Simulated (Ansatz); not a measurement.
# SiC: one candidate of a structure search, part 1 of 2

Where does this trial cell of SiC go when cell and atoms are let free?

Method: DFT PBE, scalar-relativistic, plane waves, PAW, in Ansatz 0.2.0.

## Step 1: Starting point

Symmetry: Pmmn, No. 59, orthorhombic system. Conventional cell: a = 2.999 Å, b = 9.350 Å, c = 4.354 Å, α = 90.00°, β = 90.00°, γ = 90.00°. Around Si (site symmetry m) lie 4 C at 1.82 to 1.83 Å. Around Si (site symmetry mm2) lie 4 C at 1.82 Å. C (site symmetry m) has 4 Si at 1.82 to 1.83 Å as nearest neighbours. C (site symmetry mm2) has 4 Si at 1.82 Å as nearest neighbours.

As a file:

```
CELL_PARAMETERS angstrom
2.99889 0.00000 0.00000
0.00000 9.34960 0.00000
0.00000 0.00000 4.35440
ATOMIC_POSITIONS crystal
Si 0.00000 0.65231 0.11960
Si 0.50000 0.84769 0.88040
Si 0.00000 0.00000 0.38106
Si 0.50000 0.15231 0.88040
Si 0.00000 0.34769 0.11960
Si 0.50000 0.50000 0.61894
C 0.50000 0.65231 0.88040
C 0.00000 0.84769 0.11960
C 0.50000 0.00000 0.61894
C 0.00000 0.15231 0.11960
C 0.50000 0.34769 0.88040
C 0.00000 0.50000 0.38106
```

A structure generator made this guess: 4-connected net, two elements alternating (Pmmn, No. 59). Lengths come from tabulated atomic sizes and are only a guess.

## Step 2: A first look at the guess

File input.yaml:

```yaml
crystal:
  lattice:
    - [2.99888603, 0.0, 0.0]
    - [0.0, 9.34960061, 0.0]
    - [0.0, 0.0, 4.35440017]
  atoms:
    - { symbol: Si, position: [0.0, 0.65230992, 0.11960499] }
    - { symbol: Si, position: [0.5, 0.84769008, 0.88039501] }
    - { symbol: Si, position: [0.0, 0.0, 0.38106251] }
    - { symbol: Si, position: [0.5, 0.15230992, 0.88039501] }
    - { symbol: Si, position: [0.0, 0.34769008, 0.11960499] }
    - { symbol: Si, position: [0.5, 0.5, 0.61893749] }
    - { symbol: C, position: [0.5, 0.65230992, 0.88039501] }
    - { symbol: C, position: [0.0, 0.84769008, 0.11960499] }
    - { symbol: C, position: [0.5, 0.0, 0.61893749] }
    - { symbol: C, position: [0.0, 0.15230992, 0.11960499] }
    - { symbol: C, position: [0.5, 0.34769008, 0.88039501] }
    - { symbol: C, position: [0.0, 0.5, 0.38106251] }
basis:
  ecutwfc: 420
kpoints:
  mp_grid: { grid: [6, 2, 4] }
hamiltonian:
  xc: pbe
scf:
  occupations: { method: gaussian, width: 0.1 }
  lower_state_search: "off"
output:
  forces: true
  stress: true
  eigenvalues: true
```

The run is started by

```bash
$ ansatz run input.yaml --threads 1 --pin off --max-ram 2560MiB --backend cpu --events-out ev --progress --plain --runs-dir out
```

Output (excerpt; [...] marks lines left out):

```text
Warning: RAYON_NUM_THREADS=1 ignored (pool sized by the plan → 1); use --threads N
[...]
Pseudopotentials: kind: paw
Pseudopotential: Si, paw, valence charge 4, recommended cutoff 420 eV (normal), Si.paw.azcp
Pseudopotential: C, paw, valence charge 4, recommended cutoff 420 eV (normal), C.paw.azcp
Functional definition: PBE
[...]
Crystal: 12 atoms, lattice volume = 122.090 Å³
Basis set: ecut = 420 eV, 2371 PW (Γ), exchange–correlation on 48×128×60 points (8 copies of the dense FFT grid, shifted against one another)
Bands: 36, of which v1, the nominal top of the filled ones, is band 24 counted from 1 (23 counted from 0)
Symmetry: 8 space group operations
Space group: Pmmn (ITA 59), of the structure as read, at distance tolerance 5.0e-5 Å
k-points: 24 of 48
[...]
SCF iter   1: F=—  HF=-5318.863468 eV  |F-HF|=—  |Δ(HF+E_count)|=         —  Δρ=4.50e-3  dr2=4.02e-2  ethr=1.77e-3  ⟨swp⟩=7.0  Hψ=4604  notcnv=0  defer=19
[...]
SCF iter   7: F=-5318.856837 eV  HF=-5318.856837 eV  |F-HF|=7.53e-9  |Δ(HF+E_count)|=   2.75e-7  Δρ=2.52e-6  dr2=6.85e-9  ethr=2.08e-10  ⟨swp⟩=9.3  Hψ=3673  notcnv=0
[...]
SCF converged after 7 iterations
Free energy (F): -5318.856837 eV
[...]
E sigma→0 (E₀):  -5318.856837 eV
Fermi energy:    10.785629 eV
[...]
--- Forces (eV/Å), atoms counted from 1 ---
  atom   1  Si     0.00000000     0.00545699    -0.69884086
  atom   2  Si     0.00000000    -0.00545699     0.69884086
  atom   3  Si     0.00000000     0.00000000    -0.85174608
  atom   4  Si     0.00000000     0.00545699     0.69884086
  atom   5  Si     0.00000000    -0.00545699    -0.69884086
  atom   6  Si     0.00000000     0.00000000     0.85174608
  atom   7  C      0.00000000    -1.54808516    -1.68827039
  atom   8  C      0.00000000     1.54808516     1.68827039
[...]
--- Stress (GPa, compression-positive) ---
       33.144556       0.000000       0.000000
        0.000000      27.076793       0.000000
        0.000000       0.000000      25.247329
  P = ⅓ Tr σ = 28.4896 GPa (284.896 kbar)
--- Band table (eV; the first three rows and the last of 24) ---
[...]
```

It took 6 s on 1 thread of Arm Neoverse V2, shared host; peak memory 0.37 GiB.

The probe gives pressure 28.5 GPa, largest force 2.29 eV/Å, gap on this mesh 1.75 eV. A guess like this is first relaxed loosely on the coarse mesh.

## Step 3: A loose first relaxation

Changes to input.yaml since step 2:

```diff
@@ -31 +31,6 @@
   eigenvalues: true
+relax:
+  adjacent_minimum: "off"
+  f_tol: 0.04
+  max_steps: 70
+  cell: { stress_tol: 0.4 }
```

The run is started by

```bash
$ ansatz run input.yaml --threads 1 --pin off --max-ram 2560MiB --backend cpu --events-out ev --progress --plain --runs-dir out
```

Output:

```text
Warning: RAYON_NUM_THREADS=1 ignored (pool sized by the plan → 1); use --threads N
Engine: ansatz 0.2.0, aarch64-unknown-linux-gnu
Pseudopotentials: kind: paw
Pseudopotential: Si, paw, valence charge 4, recommended cutoff 420 eV (normal), Si.paw.azcp
Pseudopotential: C, paw, valence charge 4, recommended cutoff 420 eV (normal), C.paw.azcp
Functional definition: PBE
  parameter kappa = 0.804
  parameter beta = 0.06672455060314922
  exchange = pbe_x(kappa = kappa, mu = beta*pi^2/3)
  correlation = pbe_c(beta = beta)
Crystal: 12 atoms, lattice volume = 122.090 Å³
Basis set: ecut = 420 eV, 2371 PW (Γ), exchange–correlation on 48×128×60 points (8 copies of the dense FFT grid, shifted against one another)
Bands: 36, of which v1, the nominal top of the filled ones, is band 24 counted from 1 (23 counted from 0)
Symmetry: 8 space group operations
Space group: Pmmn (ITA 59), of the structure as read, at distance tolerance 5.0e-5 Å
k-points: 24 of 48
Non-local potential: Si, projectors of the file, l = 0: 2, l = 1: 2, l = 2: 2
Non-local potential: C, projectors of the file, l = 0: 2, l = 1: 2, l = 2: 1
PAW form: soft (Blöchl's): semilocal exchange-correlation on the pseudo side does not see the compensation charge
PAW one-centre angular grid: Si, 110 points (default); XC on 64 Gauss nodes
PAW one-centre angular grid: C, 110 points (default); XC on 64 Gauss nodes
Initial density: superposition of atomic densities (neutral atoms: chi_scale 0, normalization atom), corrected by the library's trained network
Initial wavefunctions: pseudopotential atomic-orbital guess
Functional: x = pbe(κ = 0.804, μ = 0.2195149727645171), c = pbe(β = 0.06672455060314922)
SCF iter   1: F=—  HF=-5318.863468 eV  |F-HF|=—  |Δ(HF+E_count)|=         —  Δρ=4.50e-3  dr2=4.02e-2  ethr=1.77e-3  ⟨swp⟩=7.0  Hψ=4604  notcnv=0  defer=19
preconditioner: auto → Resta (q_TF=auto, 2.335 Å⁻¹)  ε∞=4.7  [insulator: Δε(μ)=1.774 eV  Ē_g=12.128 eV  σ=0.100 eV  W_gap=1.00  n_scr=22 (ndim 8)  ℏωp=23.3 eV  f_vac=0.000  D(μ)=0.00/eV (n_scr^D=0)  ε∞_Penn≈4.7]
SCF iter   2: F=—  HF=-5318.857259 eV  |F-HF|=—  |Δ(HF+E_count)|=   6.21e-3  Δρ=2.35e-3  dr2=9.23e-3  ethr=8.38e-5  ⟨swp⟩=2.5  Hψ=1359  notcnv=0  defer=28
SCF iter   3: F=—  HF=-5318.856706 eV  |F-HF|=—  |Δ(HF+E_count)|=   5.53e-4  Δρ=5.59e-4  dr2=4.31e-4  ethr=1.92e-5  ⟨swp⟩=2.2  Hψ=1190  notcnv=0  defer=28
SCF iter   4: F=—  HF=-5318.856865 eV  |F-HF|=—  |Δ(HF+E_count)|=   1.59e-4  Δρ=1.88e-4  dr2=5.72e-5  ethr=8.97e-7  ⟨swp⟩=2.2  Hψ=1220  notcnv=0  defer=28
SCF iter   5: F=—  HF=-5318.856833 eV  |F-HF|=—  |Δ(HF+E_count)|=   3.20e-5  Δρ=5.68e-5  dr2=4.61e-6  ethr=1.19e-7  ⟨swp⟩=2.2  Hψ=1237  notcnv=0  defer=28
SCF iter   6: F=—  HF=-5318.856836 eV  |F-HF|=—  |Δ(HF+E_count)|=   3.22e-6  Δρ=1.43e-5  dr2=3.33e-7  ethr=9.61e-9  ⟨swp⟩=2.1  Hψ=1214  notcnv=0  defer=28
SCF iter   7: F=-5318.856837 eV  HF=-5318.856837 eV  |F-HF|=7.55e-9  |Δ(HF+E_count)|=   2.74e-7  Δρ=2.52e-6  dr2=6.86e-9  ethr=2.08e-10  ⟨swp⟩=11.1  Hψ=4472  notcnv=0
SCF 1 converged in 7 iterations: F = -5318.856837 eV  dr2 = 6.86e-9
relax step   1: F+E_penalty+E_count = -5318.85683661 eV  Δ(F+E_penalty+E_count) = +0.000e0 eV  max|allowed force component| = 1.688e0 eV/Å  Δτ_max = 0.0000 Å  P = +28.490 GPa  Ω = 122.090 Å³  (7 SCF iters, dr2 threshold 1.00e-7 eV, accepted)
Crystal: 12 atoms, lattice volume = 129.906 Å³
Basis set: ecut = 420 eV, 2531 PW (Γ), exchange–correlation on 48×128×60 points (8 copies of the dense FFT grid, shifted against one another)
Initial density: handed on by an earlier stage of this run
Initial wavefunctions: those handed on with the density
iter 1 solved again at ethr=1.91e-3 eV; its pass at ethr=3.10e-3 eV (dr2=9.17e-1 eV) is discarded
SCF iter   1: F=—  HF=-5320.533564 eV  |F-HF|=—  |Δ(HF+E_count)|=         —  Δρ=2.38e-2  dr2=9.08e-1  ethr=1.91e-3  ⟨swp⟩=1.4  Hψ=5078  notcnv=0
preconditioner: auto → Resta (q_TF=auto, 2.311 Å⁻¹)  ε∞=4.7  [insulator: Δε(μ)=1.890 eV  Ē_g=11.759 eV  σ=0.100 eV  W_gap=1.00  n_scr=22 (ndim 8)  ℏωp=22.6 eV  f_vac=0.000  D(μ)=0.00/eV (n_scr^D=0)  ε∞_Penn≈4.7]
SCF iter   2: F=—  HF=-5320.298165 eV  |F-HF|=—  |Δ(HF+E_count)|=   2.35e-1  Δρ=1.09e-2  dr2=1.86e-1  ethr=1.89e-3  ⟨swp⟩=3.0  Hψ=1636  notcnv=0
SCF iter   3: F=—  HF=-5320.247339 eV  |F-HF|=—  |Δ(HF+E_count)|=   5.08e-2  Δρ=2.31e-3  dr2=9.53e-3  ethr=3.88e-4  ⟨swp⟩=2.8  Hψ=1604  notcnv=0
SCF iter   4: F=—  HF=-5320.247404 eV  |F-HF|=—  |Δ(HF+E_count)|=   6.53e-5  Δρ=6.62e-4  dr2=8.56e-4  ethr=1.99e-5  ⟨swp⟩=2.6  Hψ=1406  notcnv=0
SCF iter   5: F=—  HF=-5320.247946 eV  |F-HF|=—  |Δ(HF+E_count)|=   5.42e-4  Δρ=2.71e-4  dr2=1.21e-4  ethr=1.78e-6  ⟨swp⟩=2.3  Hψ=1292  notcnv=0
SCF iter   6: F=—  HF=-5320.247995 eV  |F-HF|=—  |Δ(HF+E_count)|=   4.89e-5  Δρ=8.39e-5  dr2=1.13e-5  ethr=2.52e-7  ⟨swp⟩=2.0  Hψ=1302  notcnv=0
SCF iter   7: F=-5320.248006 eV  HF=-5320.248006 eV  |F-HF|=3.34e-7  |Δ(HF+E_count)|=   1.07e-5  Δρ=1.30e-5  dr2=2.22e-7  ethr=2.50e-9  ⟨swp⟩=9.5  Hψ=4625  notcnv=0
the search or the solves at the SCF's close seem to have found levels that the self-consistency loop had missed (the run counts 1). By its estimate they hold under 1e-12 electrons; where the run keeps them, the occupations were computed again with them
SCF 2 converged in 7 iterations: F = -5320.248006 eV  dr2 = 2.22e-7
relax step   2: F+E_penalty+E_count = -5320.24800625 eV  Δ(F+E_penalty+E_count) = -1.391e0 eV  max|allowed force component| = 7.022e-1 eV/Å  Δτ_max = 0.1066 Å  P = +11.247 GPa  Ω = 129.906 Å³  energy of the carried Pulay correction = -1.288e-2 eV  (7 SCF iters, dr2 threshold 1.20e-6 eV, accepted)
Crystal: 12 atoms, lattice volume = 135.654 Å³
Basis set: ecut = 420 eV, 2643 PW (Γ), exchange–correlation on 48×128×60 points (8 copies of the dense FFT grid, shifted against one another)
iter 1 solved again at ethr=6.29e-4 eV; its pass at ethr=3.10e-3 eV (dr2=3.02e-1 eV) is discarded
SCF iter   1: F=—  HF=-5320.586797 eV  |F-HF|=—  |Δ(HF+E_count)|=         —  Δρ=1.29e-2  dr2=3.02e-1  ethr=6.29e-4  ⟨swp⟩=1.3  Hψ=4563  notcnv=0
preconditioner: auto → Resta (q_TF=auto, 2.295 Å⁻¹)  ε∞=4.7  [insulator: Δε(μ)=1.914 eV  Ē_g=11.520 eV  σ=0.100 eV  W_gap=1.00  n_scr=22 (ndim 8)  ℏωp=22.1 eV  f_vac=0.000  D(μ)=0.00/eV (n_scr^D=0)  ε∞_Penn≈4.7]
SCF iter   2: F=—  HF=-5320.504188 eV  |F-HF|=—  |Δ(HF+E_count)|=   8.26e-2  Δρ=4.84e-3  dr2=4.60e-2  ethr=6.29e-4  ⟨swp⟩=2.9  Hψ=1572  notcnv=0
SCF iter   3: F=—  HF=-5320.491744 eV  |F-HF|=—  |Δ(HF+E_count)|=   1.24e-2  Δρ=1.36e-3  dr2=3.86e-3  ethr=9.58e-5  ⟨swp⟩=2.9  Hψ=1433  notcnv=0
SCF iter   4: F=—  HF=-5320.491683 eV  |F-HF|=—  |Δ(HF+E_count)|=   6.12e-5  Δρ=3.35e-4  dr2=2.35e-4  ethr=8.04e-6  ⟨swp⟩=2.9  Hψ=1455  notcnv=0
SCF iter   5: F=—  HF=-5320.491675 eV  |F-HF|=—  |Δ(HF+E_count)|=   7.76e-6  Δρ=1.47e-4  dr2=3.78e-5  ethr=4.90e-7  ⟨swp⟩=2.5  Hψ=1372  notcnv=0
SCF iter   6: F=—  HF=-5320.491689 eV  |F-HF|=—  |Δ(HF+E_count)|=   1.41e-5  Δρ=4.51e-5  dr2=3.35e-6  ethr=7.89e-8  ⟨swp⟩=2.0  Hψ=1326  notcnv=0
SCF iter   7: F=-5320.491693 eV  HF=-5320.491693 eV  |F-HF|=1.60e-7  |Δ(HF+E_count)|=   3.63e-6  Δρ=8.09e-6  dr2=1.10e-7  ethr=2.50e-9  ⟨swp⟩=8.2  Hψ=4159  notcnv=0
SCF 3 converged in 7 iterations: F = -5320.491693 eV  dr2 = 1.10e-7
relax step   3: F+E_penalty+E_count = -5320.49169316 eV  Δ(F+E_penalty+E_count) = -2.437e-1 eV  max|allowed force component| = 2.345e-1 eV/Å  Δτ_max = 0.0411 Å  P = +1.330 GPa  Ω = 135.654 Å³  energy of the carried Pulay correction = -2.185e-2 eV  (7 SCF iters, dr2 threshold 1.20e-6 eV, accepted)
[... 10 lines left out ...]
relax step   4: F+E_penalty+E_count = -5320.50479645 eV  Δ(F+E_penalty+E_count) = -1.310e-2 eV  max|allowed force component| = 7.392e-2 eV/Å  Δτ_max = 0.0158 Å  P = +0.316 GPa  Ω = 136.400 Å³  energy of the carried Pulay correction = -2.299e-2 eV  (5 SCF iters, dr2 threshold 1.20e-6 eV, accepted)
[... 10 lines left out ...]
relax step   5: F+E_penalty+E_count = -5320.50577153 eV  Δ(F+E_penalty+E_count) = -9.751e-4 eV  max|allowed force component| = 1.077e-2 eV/Å  Δτ_max = 0.0072 Å  P = -0.020 GPa  Ω = 136.668 Å³  energy of the carried Pulay correction = -2.339e-2 eV  (5 SCF iters, dr2 threshold 4.06e-7 eV, accepted)
[... 10 lines left out ...]
relax step   6: F+E_penalty+E_count = -5320.55021797 eV  Δ(F+E_penalty+E_count) = -4.445e-2 eV  max|allowed force component| = 1.142e-2 eV/Å  Δτ_max = 0.0000 Å  P = +0.433 GPa  Ω = 136.668 Å³  stress off target by 5.86e-1 GPa  SCF on the basis re-selected at this cell (its energy is not comparable with the rows above)  (5 SCF iters)
[... 10 lines left out ...]
relax step   7: F+E_penalty+E_count = -5320.55030294 eV  Δ(F+E_penalty+E_count) = -8.497e-5 eV  max|allowed force component| = 3.833e-3 eV/Å  Δτ_max = 0.0011 Å  P = +0.024 GPa  Ω = 137.006 Å³  energy of the carried Pulay correction = -5.668e-4 eV  (4 SCF iters, dr2 threshold 8.59e-7 eV, accepted)
iter 1 solved again at ethr=3.52e-7 eV; its pass at ethr=3.10e-3 eV (dr2=1.69e-4 eV) is discarded
SCF iter   1: F=—  HF=-5320.551066 eV  |F-HF|=—  |Δ(HF+E_count)|=         —  Δρ=1.80e-5  dr2=2.04e-7  ethr=3.52e-7  ⟨swp⟩=3.1  Hψ=6894  notcnv=0
eigensolver tolerance schedule: the retry pair's looser diagonalisation over-reported the residual by 826.94 of it (diagonalisation noise at 0.10 of the residual, at the tolerance the schedule requests for it); recorded, not acted on — ethr = c·dr2/N_el stays at c = 1.0e-1
preconditioner: auto → Resta (q_TF=auto, 2.291 Å⁻¹)  ε∞=4.7  [insulator: Δε(μ)=2.059 eV  Ē_g=11.502 eV  σ=0.100 eV  W_gap=1.00  n_scr=22 (ndim 8)  ℏωp=22.0 eV  f_vac=0.000  D(μ)=0.00/eV (n_scr^D=0)  ε∞_Penn≈4.7]
SCF iter   2: F=—  HF=-5320.550970 eV  |F-HF|=—  |Δ(HF+E_count)|=   9.59e-5  Δρ=1.00e-5  dr2=8.56e-8  ethr=4.25e-10  ⟨swp⟩=3.2  Hψ=1731  notcnv=0
SCF iter   3: F=—  HF=-5320.550970 eV  |F-HF|=—  |Δ(HF+E_count)|=   1.49e-7  Δρ=2.88e-6  dr2=1.44e-8  ethr=1.78e-10  ⟨swp⟩=2.4  Hψ=1342  notcnv=0
SCF iter   4: F=-5320.550971 eV  HF=-5320.550971 eV  |F-HF|=1.28e-9  |Δ(HF+E_count)|=   1.35e-8  Δρ=1.60e-6  dr2=1.78e-9  ethr=1.60e-11  ⟨swp⟩=6.5  Hψ=3381  notcnv=0
SCF 8 converged in 4 iterations: F = -5320.550971 eV  dr2 = 1.78e-9
relax step   8: F+E_penalty+E_count = -5320.55097051 eV  Δ(F+E_penalty+E_count) = -6.676e-4 eV  max|allowed force component| = 3.724e-3 eV/Å  Δτ_max = 0.0000 Å  P = +0.027 GPa  Ω = 137.006 Å³  stress off target by 7.14e-2 GPa  SCF on the basis re-selected at this cell (its energy is not comparable with the rows above)  (4 SCF iters)
basis re-selected at this cell: Δ(F+E_penalty+E_count) = -6.676e-4 eV, ΔP = +0.003 GPa vs the last step (what re-selecting the basis moved, of the pressure what is left beyond the Pulay correction that the steps carried, after the strain that the cell walked since its last selection, with what the two solves' SCF thresholds leave and, on support functions, any second-order correction that the steps lacked; it is no measure of the basis error at this ecutwfc). This SCF's stress stands 7.14e-2 GPa from its target on what of the cell is left free (relax.cell.stress_tol is 4.00e-1 GPa) and its largest allowed force component is 3.72e-3 eV/Å (relax.f_tol is 4.00e-2 eV/Å): within both
SCF converged after 4 iterations
Free energy (F): -5320.550971 eV
Harris-Foulkes:  -5320.550971 eV  (|F-HF|=1.28e-9)
Internal energy: -5320.550971 eV  (E = F + TS)
E sigma→0 (E₀):  -5320.550971 eV
Fermi energy:    9.249139 eV
--- Per-component energies (eV) ---
  E_band       = 109.738427
  E_kinetic    = 808.451428
  E_local      = -855.782656  (includes V_loc(G=0)·N_el)
  E_nonlocal   = 309.601955
  E_hartree    = 277.273708
  E_xc         = -630.347129
  E_vxc        = -652.604368  (∫ρ·V_xc dr)
  E_paw        = -3671.776035  (= ΣΔE_a)
  E_vpaw       = -54.475525  (= ΣTr[D̂ρ^β])
  E_aug_tail   = 0.000073  (compensation charges beyond the density's cutoff)
  E_ewald      = -1557.972314
  E_smearing   = -0.000000  (= −TS)
  E_closure    = 0.000000  (closes the sum)
  Σ components = -5320.550971   (vs F -5320.550971, Δ=0.00e0)
--- Forces (eV/Å), atoms counted from 1 ---
  atom   1  Si     0.00000000     0.00139283    -0.00310716
  atom   2  Si     0.00000000    -0.00139283     0.00310716
  atom   3  Si     0.00000000     0.00000000     0.00004961
  atom   4  Si     0.00000000     0.00139283     0.00310716
  atom   5  Si     0.00000000    -0.00139283    -0.00310716
  atom   6  Si     0.00000000    -0.00000000    -0.00004961
  atom   7  C      0.00000000    -0.00324251    -0.00052861
  atom   8  C      0.00000000     0.00324251     0.00052861
  atom   9  C      0.00000000    -0.00000000    -0.00372419
  atom  10  C      0.00000000    -0.00324251     0.00052861
  atom  11  C      0.00000000     0.00324251    -0.00052861
  atom  12  C      0.00000000     0.00000000     0.00372419
  max |Σ_I F_I| component: 6.61e-19 eV/Å
--- Stress (GPa, compression-positive) ---
        0.014941      -0.000000      -0.000000
       -0.000000       0.071367       0.000000
       -0.000000       0.000000      -0.005286
  P = ⅓ Tr σ = 0.0270 GPa (0.270 kbar)
--- Band table (eV; the first three rows and the last of 24) ---
  k-point 0: bands = ["-7.1772", "-5.9913", "-5.8363", "-3.4911", "-2.2310", "-2.0865", "0.0811", "0.8602", "1.9500", "2.3891", "2.9619", "4.0727", "4.4556", "4.7088", "5.3506", "5.5399", "5.8029", "6.2765", "6.9743", "7.1698", "7.1790", "7.7020", "8.0197", "8.2195", "10.2788", "11.4028", "11.7786", "12.0062", "12.4971", "14.3438", "14.3767", "14.7799", "15.1604", "15.3430", "15.5484", "15.6380"]
  k-point 1: bands = ["-6.9307", "-5.9103", "-5.4969", "-4.1693", "-3.0001", "-2.1812", "-0.2479", "1.0618", "2.3703", "2.7976", "2.8396", "4.0780", "4.6449", "4.8985", "5.5736", "6.0407", "6.3308", "6.5591", "6.7597", "6.8271", "7.3664", "7.4966", "7.7947", "8.0272", "10.3796", "11.5364", "12.1183", "12.2269", "12.7708", "14.0643", "14.4110", "14.6733", "15.0044", "15.0635", "15.5774", "15.7800"]
  k-point 2: bands = ["-6.5623", "-5.8231", "-4.9027", "-4.6606", "-4.2749", "-2.1512", "-0.1217", "0.6895", "2.0148", "2.3620", "4.5558", "4.7806", "4.9002", "5.1721", "5.6085", "6.2332", "6.4044", "6.4077", "6.4686", "6.5361", "7.1966", "7.5673", "7.7182", "8.0336", "10.6132", "12.2203", "12.3137", "12.3756", "13.4986", "13.5946", "14.3955", "14.4690", "14.7110", "15.1065", "15.3571", "15.5757"]
  k-point 23: bands = ["-3.6888", "-3.6888", "-3.5638", "-3.5638", "-2.5471", "-2.5471", "-0.2372", "-0.2372", "0.4682", "0.4682", "1.4319", "1.4319", "3.9046", "3.9046", "4.0500", "4.0500", "4.8528", "4.8528", "5.6133", "5.6133", "6.6396", "6.6396", "7.0750", "7.0750", "13.1829", "13.1829", "13.4463", "13.4463", "13.5288", "13.5288", "13.8642", "13.8642", "14.8617", "14.8617", "14.9131", "14.9131"]
--- Relaxed structure (6 steps of the walk, 6 accepted, 2 SCFs on fresh bases) ---
  F+E_penalty+E_count = -5320.55097051 eV   max|allowed force component| = 3.724e-3 eV/Å   (the final SCF, on the basis selected at the relaxed cell)
  cell:  # Å, volume = 137.0062 Å³
    - [3.119973123758466, 0.0, 0.0]
    - [0.0, 9.519098378799681, 0.0]
    - [0.0, 0.0, 4.613108251225743]
  atoms:
    - { symbol: Si, position: [1.38291422814875e-87, 0.6503235062188947, 0.09225781603965132] }
    - { symbol: Si, position: [0.5, 0.8496764937811053, 0.9077421839603488] }
    - { symbol: Si, position: [4.190649176208333e-89, -5.025037549816635e-20, 0.40353326649316085] }
    - { symbol: Si, position: [0.5, 0.15032350621889484, 0.9077421839603488] }
    - { symbol: Si, position: [-2.933454423345834e-88, 0.3496764937811051, 0.09225781603965132] }
    - { symbol: Si, position: [0.5, 0.49999999999999994, 0.5964667335068391] }
    - { symbol: C, position: [0.5, 0.650772556007274, 0.8569001812177983] }
    - { symbol: C, position: [1.38291422814875e-87, 0.8492274439927258, 0.14309981878220163] }
    - { symbol: C, position: [0.5, -5.025037549816635e-20, 0.6385821534207958] }
    - { symbol: C, position: [4.190649176208333e-89, 0.15077255600727413, 0.14309981878220163] }
    - { symbol: C, position: [0.5, 0.3492274439927258, 0.8569001812177983] }
    - { symbol: C, position: [4.190649176208333e-89, 0.49999999999999994, 0.3614178465792042] }
```

It took 51 s on 1 thread of Arm Neoverse V2, shared host; peak memory 0.4 GiB.

Relaxation path:

```
step  energy from step 1 (eV/cell)  largest force component (eV/Å)  pressure (GPa)  volume (Å³)
   1                        0.0000                          1.6883           28.49       122.09
   2                       -1.3912                          0.7022           11.25       129.91
   3                       -1.6349                          0.2345            1.33       135.65
   4                       -1.6480                          0.0739            0.32       136.40
   5                       -1.6489                          0.0108           -0.02       136.67
   6                       -1.6934                          0.0114            0.43       136.67
   7                       -1.6935                          0.0038            0.02       137.01
   8                       -1.6941                          0.0037            0.03       137.01
```

Step 1 is the start. Steps 6, 8 each repeat the geometry before them on a plane-wave basis chosen anew, so the energy can jump there without any move.

|  | before | after | change |
| --- | --- | --- | --- |
| a (Å) | 2.999 | 3.120 | +4.0 % |
| b (Å) | 9.350 | 9.519 | +1.8 % |
| c (Å) | 4.354 | 4.613 | +5.9 % |
| volume (Å³/atom) | 10.17 | 11.42 | +12.2 % |
| shortest distance (Å) | 1.822 | 1.872 | +2.7 % |
| space group (0.01 Å) | Pmmn | Pmmn | same |

The run keeps the 8 symmetry operations of the start, so it could not have lowered the symmetry.

(Continued in part 2 of 2.)
